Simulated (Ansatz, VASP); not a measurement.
# Ge in VASP and in Ansatz

File INCAR:

```
SYSTEM = Ge
  PREC = Accurate
  ENCUT = 520
  EDIFF = 1E-6
  ISMEAR = -1
  SIGMA = 0.05
  LREAL = .False.
  LASPH = .True.
  NELM = 60
  ALGO = Normal
  ISIF = 2
  LWAVE = .False.
  LCHARG = .True.
  LELF = .True.
  LVHAR = .True.
  NBANDS = 13
```

The input KPOINTS:

```
regular mesh
0
Gamma
  11 11 10
  0 0 0
```

Contents of POSCAR:

```
Ge
1.0
    1.4155346479     -2.6347372402      0.0000000000
    1.4155346479      2.6347372402      0.0000000000
    0.0000000000      0.0000000000      2.7337381113
Ge
1
Direct
    0.5000000000      0.5000000000      0.0000000000
```

input.yaml

```yaml
crystal:
  lattice:
    - [1.4155346479, -2.6347372402, 0.0]
    - [1.4155346479, 2.6347372402, 0.0]
    - [0.0, 0.0, 2.7337381113]
  atoms:
    - { symbol: Ge, position: [0.5, 0.5, 0.0] }
hamiltonian:
  xc: lda
  pseudopotentials: { kind: paw }
kpoints:
  mp_grid: { grid: [11, 11, 10] }
scf:
  occupations: { method: fermi_dirac, width: 0.05 }
output:
  forces: true
  stress: true
  eigenvalues: true
  write_density: true
  write_potential: true
  elf: true
  volumetric_format: npy
```

This isn't the form of Ge at room conditions, which is diamond.

Alike in both runs: task single point; functional LDA; k mesh 11 × 11 × 10; occupations fermi-dirac, width 0.05 eV; no spin polarisation.

```csv
,VASP,Ansatz
version,VASP 6.6.1,Ansatz 0.2.0
potentials or method,"VASP PAW LDA potentials, release 64 (Ge_d)",Ansatz PAW
plane-wave cutoff (eV),520,420
valence electrons in the cell,14,14
```

```csv
,VASP,Ansatz,Ansatz less VASP
gap on the k mesh at the Fermi level (eV),none,none,-
pressure (GPa),-7.6,-7.5,+0.10
largest component of the traceless stress (GPa),1.37,1.36,-0.011
```

A gap of «none» marks a metal or a gap that the smearing closes.

Caveats: the PAW data sets come from PBE, with cores solved anew for the run's functional, which leaves a small shift of forces and pressure (Ansatz).
